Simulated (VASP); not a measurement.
# BN (Qingsongite) in VASP: a series of runs

BN (Qingsongite) is run at these levels: PBE, r2SCAN; tasks: single point.

Everything below comes from runs of VASP 6.6.1. Logs are shortened: lines on timing, memory, paths and dates and some standing lists are left out, and cuts for length are marked.

**What was measured.**

A printed reference work, monograph reports, for a bulk crystal of BN at 300 K: band gap 6.4 eV (indirect).

How close the calculation comes is told below.

## 1. The cell of the first run

Symmetry: F-43m, No. 216, cubic system. Conventional cell: a = 3.797 Å, b = 3.797 Å, c = 3.797 Å, α = 90.00°, β = 90.00°, γ = 90.00°. B (site symmetry -43m) has 4 N at 1.64 Å within 2.2 Å. N (site symmetry -43m) has 4 B at 1.64 Å within 2.2 Å.

## 2. Single point, PBE (strain +5.2%)

Input file INCAR:

```
SYSTEM = BN
ALGO = Normal
EDIFF = 1E-6
ENCUT = 520
GGA = PE
ISIF = 2
ISMEAR = -1
LASPH = .TRUE.
LCHARG = .FALSE.
LREAL = .FALSE.
LWAVE = .FALSE.
NBANDS = 11
NELM = 60
PREC = Accurate
SIGMA = 0.02
```

Input file KPOINTS:

```
k-points
0
G
  12 12 12
  0 0 0
```

Input file POSCAR:

```
BN
1.0
    0.0000000000      1.8984949486      1.8984949486
    1.8984949486      0.0000000000      1.8984949486
    1.8984949486      1.8984949486      0.0000000000
B N
1 1
Direct
    0.0000000000      0.0000000000      0.0000000000
    0.2500000000      0.2500000000      0.2500000000
```

Potentials or basis: VASP PAW PBE potentials, release 64 (B, N).

Launch:

```bash
$ cat potpaw_PBE.64/B/POTCAR potpaw_PBE.64/N/POTCAR > POTCAR
$ mpirun -np 1 vasp_std > vasp.out
```

OUTCAR:

```text
SYSTEM = BN
   EDIFF = 1E-6
   ENCUT = 520
   GGA = PE
   ISIF = 2
   ISMEAR = -1
   LASPH = .TRUE.
   LREAL = .FALSE.
   NELM = 60
   PREC = Accurate

 ion  position               nearest neighbor table
   1  0.000  0.000  0.000-   2 1.64   2 1.64   2 1.64   2 1.64
   2  0.250  0.250  0.250-   1 1.64   1 1.64   1 1.64   1 1.64

  LATTYP: Found a face centered cubic cell.
 ALAT       =     3.7969898972

  Lattice vectors:

 A1 = (   0.0000000000,   1.8984949486,   1.8984949486)
 A2 = (   1.8984949486,   0.0000000000,   1.8984949486)
 A3 = (   1.8984949486,   1.8984949486,   0.0000000000)

Analysis of symmetry for initial positions (statically):
=====================================================================
 Subroutine PRICEL returns:
 Original cell was already a primitive cell.

 Routine SETGRP: Setting up the symmetry group for a
 face centered cubic supercell.

 Subroutine GETGRP returns: Found 24 space group operations
 (whereof 24 operations were pure point group operations)
 out of a pool of 48 trial point group operations.

The static configuration has the point symmetry T_d .

Analysis of symmetry for dynamics (positions and initial velocities):
=====================================================================
 Subroutine PRICEL returns:
 Original cell was already a primitive cell.

 Routine SETGRP: Setting up the symmetry group for a
 face centered cubic supercell.

 Subroutine GETGRP returns: Found 24 space group operations
 (whereof 24 operations were pure point group operations)
 out of a pool of 48 trial point group operations.

The dynamic configuration has the point symmetry T_d .

 Subroutine INISYM returns: Found 24 space group operations
 (whereof 24 operations are pure point group operations),
 and found     1 'primitive' translations

----------------------------------------------------------------------------------------

                                     Primitive cell

  volume of cell :      13.6854

  direct lattice vectors                    reciprocal lattice vectors
     0.000000000  1.898494949  1.898494949    -0.263366516  0.263366516  0.263366516
     1.898494949  0.000000000  1.898494949     0.263366516 -0.263366516  0.263366516
     1.898494949  1.898494949  0.000000000     0.263366516  0.263366516 -0.263366516

  length of vectors
     2.684877304  2.684877304  2.684877304     0.456164186  0.456164186  0.456164186

  position of ions in fractional coordinates (direct lattice)
     0.000000000  0.000000000  0.000000000
     0.250000000  0.250000000  0.250000000

  ion indices of the primitive-cell ions
   primitive index   ion index
                 1           1
                 2           2

----------------------------------------------------------------------------------------

 KPOINTS: k-points

Automatic generation of k-mesh.
 Grid dimensions read from file:
 generate k-points for:   12   12   12

 Generating k-lattice:

  Cartesian coordinates                     Fractional coordinates (reciprocal lattice)
    -0.021947210  0.021947210  0.021947210     0.083333333  0.000000000  0.000000000
     0.021947210 -0.021947210  0.021947210     0.000000000  0.083333333  0.000000000
     0.021947210  0.021947210 -0.021947210     0.000000000  0.000000000  0.083333333

  Length of vectors
     0.038013682  0.038013682  0.038013682

  Shift w.r.t. Gamma in fractional coordinates (k-lattice)
     0.000000000  0.000000000  0.000000000

 Subroutine IBZKPT returns following result:
 ===========================================

 Found     72 irreducible k-points:

 Following reciprocal coordinates:
            Coordinates               Weight
  0.000000  0.000000  0.000000      1.000000
  0.083333  0.000000  0.000000      8.000000
  0.166667  0.000000  0.000000      8.000000
  0.250000  0.000000  0.000000      8.000000
  0.333333  0.000000  0.000000      8.000000
  0.416667  0.000000  0.000000      8.000000
[... 16 lines left out ...]
  0.500000  0.166667  0.000000     24.000000
 -0.416667  0.166667  0.000000     24.000000
 [... further k-points ...]
   k-points           NKPTS =     72   k-points in BZ     NKDIM =     72   number of bands    NBANDS=     11
   number of dos      NEDOS =    301   number of ions     NIONS =      2
   total plane-waves  NPLWV =   8000
   dimension x,y,z NGX =    20 NGY =   20 NGZ =   20
   dimension x,y,z NGXF=    40 NGYF=   40 NGZF=   40
   ions per type =               1   1
   NGX,Y,Z   is equivalent  to a cutoff of  12.38, 12.38, 12.38 a.u.
   NGXF,Y,Z  is equivalent  to a cutoff of  24.77, 24.77, 24.77 a.u.
 SYSTEM =  BN
   PREC   = accura    normal or accurate (medium, high low for compatibility)
   ISTART =      0    job   : 0-new  1-cont  2-samecut
   ICHARG =      2    charge: 1-file 2-atom 10-const
   ISPIN  =      1    spin polarized calculation?
   LNONCOLLINEAR =      F non collinear calculations
   LSORBIT =      F    spin-orbit coupling
   LASPH  =      T    aspherical Exc in radial PAW
   ENCUT  =  520.0 eV  38.22 Ry    6.18 a.u.   4.99  4.99  4.99*2*pi/ulx,y,z
   NELM   =     60;   NELMIN=  2; NELMDL= -5     # of ELM steps
   EDIFF  = 0.1E-05   stopping-criterion for ELM
   LREAL  =      F    real-space projection
   EDIFFG = 0.1E-04   stopping-criterion for IOM
   NSW    =      0    number of steps for IOM
   IBRION =     -1    ionic relax: 0-MD 1-quasi-New 2-CG
   NFREE  =      0    steps in history (QN), initial steepest desc. (CG)
   ISIF   =      2    stress and relaxation
   ISYM   =      2    0-nonsym 1-usesym 2-fastsym
   POTIM  = 0.5000    time-step for ionic-motion
   TEBEG  =    0.0;   TEEND  =   0.0 temperature during run
   PSTRESS=    0.0 pullay stress
   NELECT =       8.0000    total number of electrons
   NUPDOWN=      -1.0000    fix difference up-down
   EMIN   =  10.00;   EMAX   =-10.00  energy-range for DOS
   EFERMI =   0.00;   METHOD = LEGACY
   ISMEAR =    -1;   SIGMA  =   0.02  broadening in eV -4-tet -1-fermi 0-gaus
   EFERMI_NEDOS =   21; number of points for ismear=-14 and -15
   IALGO  =     38    algorithm
   IMIX   =      4    mixing-type and parameters
     AMIX     =   0.40;   BMIX     =  1.00
     AMIX_MAG =   1.60;   BMIX_MAG =  1.00
  volume/ion in A,a.u.               =       6.84        46.18
  Fermi-wavevector in a.u.,A,eV,Ry     =   1.368838  2.586729 25.493473  1.873717
  Thomas-Fermi vector in A             =   2.494767
   LORBIT       =      0    0 simple, 1 ext, 2 COOP (PROOUT), +10 PAW based schemes
   GGA     = PE    functional components
   LHFCALC =     F    Hartree Fock is set to
   AEXX    =    0.0000 exact exchange contribution
   IVDW    =     0    specifies the selected vdW correction
   LEPSILON=     F    determine dielectric tensor
   LRPA    =     F    only Hartree local field effects (RPA)
 non-spin polarized calculation
  energy-cutoff  :      520.00
  volume of cell :       13.69
 maximum number of plane-waves:       380
   NGX =  9   NGY =  9   NGZ =  9

 number of electron       7.9999999 magnetization

 Free energy of the ion-electron system (eV)
  ---------------------------------------------------
  ext. energy  EPLUGINS =         0.00000000
  ---------------------------------------------------
  free energy    TOTEN  =       -17.20684798 eV

  energy without entropy =      -17.20684798  energy(sigma->0) =      -17.20684798

 E-fermi :   6.1364     XC(G=0): -12.1087

 val. band max:        5.6934995475   @ k =   0.0000   0.0000   0.0000
 cond. band min:       9.9813662305   @ k =   0.5000   0.5000   0.0000
 fundamental gap:      4.2878666831
 Fermi energy:         6.1363561168

 k-point     1 :       0.0000    0.0000    0.0000
  band No.  band energies     occupation
      1     -12.9584      2.00000
      2       5.6935      2.00000
      3       5.6935      2.00000
      4       5.6935      2.00000
      5      13.7507      0.00000
      6      13.8157      0.00000
      7      13.8157      0.00000
      8      13.8157      0.00000
      9      27.7976      0.00000
     10      31.7313      0.00000
     11      31.7313      0.00000

 k-point     2 :       0.0833    0.0000    0.0000
  band No.  band energies     occupation
      1     -12.8094      2.00000
      2       4.8574      2.00000
      3       5.5401      2.00000
      4       5.5401      2.00000
      5      13.6383      0.00000
      6      14.0477      0.00000
      7      14.0477      0.00000
      8      14.6230      0.00000
      9      27.8207      0.00000
     10      29.7649      0.00000
     11      29.7649      0.00000

 k-point     3 :       0.1667    0.0000    0.0000
  band No.  band energies     occupation
      1     -12.3693      2.00000
      2       2.9587      2.00000
      3       5.1636      2.00000
      4       5.1636      2.00000
      5      13.6990      0.00000
      6      14.5950      0.00000
      7      14.5950      0.00000
      8      16.0333      0.00000
      9      27.7050      0.00000
     10      28.3636      0.00000
     11      28.3636      0.00000

 k-point     4 :       0.2500    0.0000    0.0000
  band No.  band energies     occupation
      1     -11.6644      2.00000
      2       0.7558      2.00000
      3       4.7243      2.00000
      4       4.7243      2.00000
      5      13.8047      0.00000
      6      15.1430      0.00000
      7      15.1430      0.00000
      8      17.4299      0.00000
      9      27.3257      0.00000
     10      27.9473      0.00000
     11      27.9473      0.00000

 k-point     5 :       0.3333    0.0000    0.0000
  band No.  band energies     occupation
      1     -10.7635      2.00000
      2      -1.3479      2.00000
      3       4.3463      2.00000
      4       4.3463      2.00000
      5      13.9061      0.00000
      6      15.4646      0.00000
      7      15.4646      0.00000
      8      18.5268      0.00000
      9      27.0413      0.00000
     10      28.5372      0.00000
     11      28.5372      0.00000
[... 211 lines left out ...]
 k-point    21 :       0.3333    0.1667    0.0000
  band No.  band energies     occupation
      1     -10.8982      2.00000
      2       0.1862      2.00000
      3       3.3230      2.00000
      4       3.4650      2.00000
      5      13.0549      0.00000
      6      16.1244      0.00000
      7      17.2255      0.00000
      8      17.3378      0.00000
      9      23.6605      0.00000
     10      29.4423      0.00000
     11      31.9250      0.00000

 k-point    22 :       0.4167    0.1667    0.0000
  band No.  band energies     occupation
      1     -10.0041      2.00000
      2      -1.6182      2.00000
      3       2.8922      2.00000
      4       3.1579      2.00000
      5      13.4355      0.00000
      6      16.3662      0.00000
      7      17.3493      0.00000
      8      18.0491      0.00000
      9      24.4153      0.00000
     10      29.2501      0.00000
     11      31.9834      0.00000

 k-point    23 :       0.5000    0.1667    0.0000
  band No.  band energies     occupation
      1      -9.2342      2.00000
      2      -2.9091      2.00000
      3       2.3807      2.00000
      4       3.2152      2.00000
      5      13.7776      0.00000
      6      16.3210      0.00000
      7      17.1773      0.00000
      8      19.0879      0.00000
      9      24.7686      0.00000
     10      29.3554      0.00000
     11      31.1988      0.00000

 k-point    24 :      -0.4167    0.1667    0.0000
  band No.  band energies     occupation
      1      -9.0956      2.00000
      2      -3.1197      2.00000
      3       2.0360      2.00000
      4       3.4829      2.00000
      5      14.1739      0.00000
      6      16.2006      0.00000
      7      16.8416      0.00000
      8      19.5374      0.00000
      9      25.0405      0.00000
     10      29.2978      0.00000
     11      29.5980      0.00000

 [... further k-points ...]
[... 5 lines left out ...]
  --------------------------------------------------------------------------------------
  -------------------------------------------------------------------------------------
  Total       -3.4181666     -3.4181666     -3.4181666      0.0000000      0.0000000     -0.0000000
  in kB     -400.1708689   -400.1708689   -400.1708689      0.0000000      0.0000000     -0.0000000
  external PRESSURE =    -400.1708689 kB  Pullay stress =       0.0000000 kB

 VOLUME and BASIS-vectors are now :
 -----------------------------------------------------------------------------
  energy-cutoff  :      520.00
  volume of cell :       13.69
      direct lattice vectors                 reciprocal lattice vectors
     0.000000000  1.898494949  1.898494949    -0.263366516  0.263366516  0.263366516
     1.898494949  0.000000000  1.898494949     0.263366516 -0.263366516  0.263366516
     1.898494949  1.898494949  0.000000000     0.263366516  0.263366516 -0.263366516

 POSITION                                       TOTAL-FORCE (eV/Angst)
 -----------------------------------------------------------------------------------
      0.00000      0.00000      0.00000         0.000000      0.000000      0.000000
      0.94925      0.94925      0.94925        -0.000000     -0.000000     -0.000000
 -----------------------------------------------------------------------------------
    total drift:                               -0.000000     -0.000000     -0.000000

  FREE ENERGIE OF THE ION-ELECTRON SYSTEM (eV)
  ---------------------------------------------------
  free  energy   TOTEN  =       -17.2068479848 eV

  energy  without entropy=      -17.2068479848  energy(sigma->0) =      -17.20684798
```

Wall time 7.6 s (1 thread of Intel Xeon 8259CL, shared host); peak memory 0.12 GiB.

Results:

```yaml
Free_energy: -17.2068 eV
Pressure: -40.0 GPa
Band_gap_on_the_k_mesh: 4.29 eV, indirect (least direct gap 8.06 eV)
```

Caveat: the cell differs from its parent crystal (strain +5.2%).

## 3. Single point, r2SCAN

This run uses another cell than the first one, of 5.88 Å³/atom, 0.859 times its volume.

Input file POSCAR:

```
BN
1.0
    0.0000000000      1.8048245542      1.8048245542
    1.8048245542      0.0000000000      1.8048245542
    1.8048245542      1.8048245542      0.0000000000
B N
1 1
Direct
    0.0000000000      0.0000000000      0.0000000000
    0.2500000000      0.2500000000      0.2500000000
```

Input file INCAR.step1:

```
SYSTEM = BN
PREC     = Accurate       ! precision mode
ENCUT    = 520            ! plane-wave cutoff, eV
ISMEAR   = 0              ! smearing method
SIGMA    = 0.01           ! smearing width, eV
LREAL    = .False.        ! projectors in reciprocal space
LASPH    = .True.         ! aspherical terms in the spheres
NELM     = 80             ! most SCF steps
NBANDS   = 11             ! bands
GGA      = PE             ! functional
ALGO     = Normal         ! electronic algorithm
EDIFF    = 1E-4           ! SCF threshold, eV
LWAVE    = .True.         ! write WAVECAR
LCHARG   = .False.        ! write CHGCAR
```

Input file INCAR.step2:

```
SYSTEM = BN
PREC     = Accurate       ! precision mode
ENCUT    = 520            ! plane-wave cutoff, eV
EDIFF    = 1E-6           ! SCF threshold, eV
ISMEAR   = 0              ! smearing method
SIGMA    = 0.01           ! smearing width, eV
LREAL    = .False.        ! projectors in reciprocal space
LASPH    = .True.         ! aspherical terms in the spheres
NELM     = 80             ! most SCF steps
ALGO     = Normal         ! electronic algorithm
ISIF     = 2              ! what is computed and relaxed
LWAVE    = .False.        ! write WAVECAR
LCHARG   = .True.         ! write CHGCAR
METAGGA  = R2SCAN         ! meta-GGA
LMIXTAU  = .True.       
LELF     = .True.         ! ELF
LVHAR    = .True.       
NBANDS   = 11             ! bands
ISTART   = 1
```

Input file KPOINTS:

```
Automatic mesh
0
Gamma
  12 12 12
  0 0 0
```

Potentials or basis: VASP PAW PBE potentials, release 64 (B, N).

Launch:

```bash
$ cat potpaw_PBE.64/B/POTCAR potpaw_PBE.64/N/POTCAR > POTCAR
$ cp INCAR.step1 INCAR
$ mpirun -np 1 vasp_std > vasp.out
$ cp INCAR.step2 INCAR
$ mpirun -np 1 vasp_std > vasp.out
```

Run time: 35 s. Hardware: 1 thread of Intel Xeon 8259CL, shared host; peak memory 0.12 GiB.

The run converged. Its results:

| Property | Result |
| --- | --- |
| Free energy | -19.1716 eV |
| Pressure | 1.1 GPa |
| Band gap on the k mesh | 4.98 eV, indirect (least direct gap 9.55 eV) |

Levels at points of the mesh, in eV from the valence-band top:
```csv
k point,band 2,band 3,band 4,band 5,band 6,band 7
"(0.00, 0.00, 0.00)",0.00,0.00,0.00,9.55,9.55,9.55
"(0.50, 0.00, 0.00)",-11.12,-2.02,-2.02,10.85,11.49,11.49
"(0.50, 0.50, 0.00)",-9.35,-5.12,-5.12,4.98,9.84,19.33
```

Caveat: the PAW data sets were made with another functional, which shifts forces and pressure a little.

(Part 1 of 2 ends here.)
